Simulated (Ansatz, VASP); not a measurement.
**Os in VASP and in Ansatz**

```
Os
1.0
     2.73410    0.00000    0.00000
    -1.36705    2.36780    0.00000
     0.00000    0.00000    4.49249
Os
2
Cartesian
  1.3671 0.7893 3.3694
  0.0000 1.5785 1.1231
```

Alike in both runs: functional PBE; k mesh 9 × 9 × 5; occupations fermi-dirac, width 0.05 eV; no spin polarisation.

```csv
,VASP,Ansatz
version,VASP 6.6.1,Ansatz 0.2.0
potentials or method,"VASP PAW PBE potentials, release 64 (Os)",Ansatz PAW
plane-wave cutoff (eV),520,420
valence electrons in the cell,16,32
task,single point,band structure
```

```csv
,VASP,Ansatz,Ansatz less VASP
gap on the k mesh at the Fermi level (eV),none,none,-
pressure (GPa),-7.4,-7.1,+0.25
largest component of the traceless stress (GPa),15.92,16.08,+0.161
```

A gap of «none» marks a metal or a gap that the smearing closes. The two sets of potentials don't hold the same shells in valence.

Caveats: spin-orbit coupling is left out, which moves the levels of the heavy elements (Ansatz). Spin-orbit coupling is left out, which matters for the levels of Os.
